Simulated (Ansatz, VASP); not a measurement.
## One calculation of KI, two programs

```xyz
2
Lattice="0.0000 3.6303 3.5246 3.5246 0.0000 3.5246 3.5246 3.6303 0.0000" Properties=species:S:1:pos:R:3 pbc="T T T"
K     0.0000    0.0000    0.0000
I     3.5246    3.6303    3.5246
```

Change from the starting cell: strain +0.0300 x Voigt [0, 1, 0, 0, 0, 0], atoms carried along.

Alike in both runs: task single point; functional LDA; k mesh 6 × 6 × 6; occupations gaussian, width 0.05 eV; no spin polarisation.

|  | VASP | Ansatz |
| --- | --- | --- |
| version | VASP 6.6.1 | Ansatz 0.2.0 |
| potentials or method | VASP PAW LDA potentials, release 64 (K_sv, I) | scalar-relativistic, plane waves, PAW |
| plane-wave cutoff (eV) | 520 | 420 |
| valence electrons in the cell | 16 | 26 |

```tsv
	VASP	Ansatz	Ansatz less VASP
gap on the k mesh at the Fermi level (eV)	3.56	3.55	-0.008
least direct gap on the mesh (eV)	3.56	3.55	-0.008
pressure (GPa)	-1.5	-1.5	-0.02
largest component of the traceless stress (GPa)	0.32	0.31	-0.007
```

The two sets of potentials don't hold the same shells in valence.

Caveats: spin-orbit coupling is left out, which moves the levels of the heavy elements.
